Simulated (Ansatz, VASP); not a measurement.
**ZrN: VASP beside Ansatz**

```
CELL_PARAMETERS angstrom
3.21888 0.00000 0.00000
0.00000 3.21888 0.00000
0.00000 0.00000 24.10437
ATOMIC_POSITIONS crystal
Zr 0.50000 0.50000 0.31596
Zr 0.00000 0.00000 0.40566
Zr 0.50000 0.50000 0.50000
Zr 0.00000 0.00000 0.59434
Zr 0.50000 0.50000 0.68404
N 0.00000 0.00000 0.30867
N 0.50000 0.50000 0.40578
N 0.00000 0.00000 0.50000
N 0.50000 0.50000 0.59422
N 0.00000 0.00000 0.69133
```

Alike in both runs: functional PBEsol; k mesh 11 × 11 × 1; occupations gaussian, width 0.1 eV; no spin polarisation.

Ansatz relaxed the structure, and its values are those at the end. VASP's run is a single point on that final structure, the one shown.

|  | VASP | Ansatz |
| --- | --- | --- |
| version | VASP 6.6.1 | Ansatz 0.2.0 |
| potentials or method | VASP PAW PBE potentials, release 64 (Zr_sv, N) | scalar-relativistic, plane waves, PAW |
| plane-wave cutoff (eV) | 520 | 420 |
| valence electrons in the cell | 85 | 85 |

Ansatz gave:

```
gap on the k mesh at the Fermi level (eV)  : none
rms of the force components (eV/Å)         : 0.007
work function, face that differs most (eV) : 2.38
```

**Question.** What did VASP give for the same quantities?

**Answer.** gap on the k mesh at the Fermi level (eV): none; rms of the force components (eV/Å): 0.011; work function, face that differs most (eV): 2.38.

A gap of «none» marks a metal or a gap that the smearing closes. The functional is the same, so the differences come from potentials, cutoffs and numerics. Ansatz warned: «vacuum_density_over_bound».

Caveats: the PAW data sets were made with another functional, which shifts forces and pressure a little (VASP).
